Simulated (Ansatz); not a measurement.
## Ta: the change of energy less free atoms and pressure with volume scale

Periodic Kohn-Sham DFT of a crystal at fixed atoms, scaled to volume_scale times the given cell; pressure positive in compression, energy less spherical unpolarised free atoms, largest_vzz the field gradient of largest size among the nuclei. The results are calculated, by Ansatz 0.2.0.

The cell before it is scaled or strained (space group Fm-3m, No. 225):
```
cell vectors (Å)
   0.0000     2.1113     2.1113
   2.1113     0.0000     2.1113
   2.1113     2.1113     0.0000
atoms (fractions of the cell vectors)
Ta  0.00000  0.00000  0.00000
```

Settings of every row: method all-electron LAPW; functional PBE; relativity scalar; k mesh 14x14x14; filling fermi-dirac; smearing width 0.05 eV; basis error target 1 meV/atom; nucleus gaussian.

Atom start moment: 0 on all atoms.

Limits: no spin-orbit coupling on heavy atoms; the cell comes from a prototype or a list of computed structures and needn't be the stable phase.

```csv
row,volume scale,V (Å³/atom),energy less free atoms (eV/atom),pressure (GPa)
1,0.9405,17.703,-9.456,12.99
2,0.98,18.446,-9.4947,3.986
3,1,18.823,?,?
4,1.02,19.199,-9.4951,-3.588
5,1.06,19.952,-9.463,-9.861
```

Question: what energy less free atoms and pressure should row 3 give?

Worked fit of energy less free atoms. Take u = (V_r/V)^(2/3) − 1 with V_r = 18.823 Å³ an atom, which is twice the finite (Eulerian) strain; such expansions in the strain, on which the Birch-Murnaghan equation of state is built, carry the rest volume and the bulk modulus. The shown rows have u = 0.04174, 0.01358, -0.0131, -0.03809. Least squares give energy less free atoms = −9.49934 − 0.0028 × u + 24.955 × u² eV/atom; a straight line predicts inner rows, each left out in turn, worse (root mean square 0.025 against 0.00017 eV/atom). The rows lie off it by 0.0000, 0.0001, -0.0001, 0.0000. Its lowest point lies at u = 0.0001, or V = 18.82 Å³ an atom, and the curvature there gives the bulk modulus at fixed shape and fractions, B = (4/9)(1 + u)² E″(u)/V = 189 GPa. The withheld row has u = 0, so the fit gives −9.49934 − 0.0028 × (0) + 24.955 × (0)² = -9.4993 eV/atom.

The calculation gave -9.4994 eV/atom. The fit lies 0.0001 eV/atom (0.23 % of the column's range) above it, one unit of the last digit.

Worked fit of pressure. Take u = (V_r/V)^(2/3) − 1 with V_r = 18.823 Å³ an atom, which is twice the finite (Eulerian) strain; such expansions in the strain, on which the Birch-Murnaghan equation of state is built, carry the rest volume and the bulk modulus. The shown rows have u = 0.04174, 0.01358, -0.0131, -0.03809. Least squares give pressure = 0.0158 + 283.857 × u + 645.61 × u² GPa; a straight line predicts inner rows, each left out in turn, worse (root mean square 0.65 against 0.0085 GPa). The rows lie off it by 0.001, -0.004, 0.004, -0.001. The pressure vanishes at u = -0.0001, or V = 18.82 Å³ an atom, and there the bulk modulus at fixed shape and fractions is B = −V dP/dV = (2/3)(1 + u) dP/du = 189 GPa. The withheld row has u = 0, so the fit gives 0.0158 + 283.857 × (0) + 645.61 × (0)² = 0.016 GPa.

The calculation gave 0.021 GPa. The fit lies 0.005 GPa (24 % of the value, 0.022 % of the column's range) below it; its largest miss of a shown row is 0.004 GPa.
